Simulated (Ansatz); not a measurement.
The system is Bi2Te2Se.

```xyz
5
Lattice="2.1610 1.2476 10.5856 -2.1610 1.2476 10.5856 0.0000 -2.4953 10.5856" Properties=species:S:1:pos:R:3 pbc="T T T"
Bi    0.0000    0.0000   12.4398
Bi    0.0000    0.0000   19.3169
Te    0.0000    0.0000   24.7831
Te    0.0000    0.0000    6.9736
Se    0.0000    0.0000    0.0000
```

The cell is a database's computed one.

Base run:

| Item | Value |
| --- | --- |
| Program | Ansatz 0.2.0 |
| Functional | LDA |
| Potentials or basis | Ansatz PAW |
| Cutoff | 420 eV (not typed: the program's choice for these potentials) |
| k mesh | 7 × 7 × 7 |
| Occupations | fermi-dirac, width 0.05 eV |
| Spin | no spin polarisation |

Its results: band gap on the k mesh 0.37 eV, direct; pressure -2.6 GPa; largest force 0.138 eV/Å.

Question: The run is repeated on the same cell with these changes: functional from LDA to r2SCAN; cutoff from 420 eV (not typed: the program's choice for these potentials) to 500 eV (not typed: the program's choice for these potentials). What comes out?

Answer: Band gap on the k mesh 0.73 eV, direct; pressure 0.0 GPa; largest force 0.056 eV/Å.

r2SCAN gives the wider gap, since meta-GGAs in the generalised Kohn-Sham scheme recover part of the derivative discontinuity.

Caveats: spin-orbit coupling is left out, which as a rule narrows the gap of such compounds by several tenths of an eV; the PAW data sets come from PBE, with cores solved anew for the run's functional, which leaves a small shift of forces and pressure.
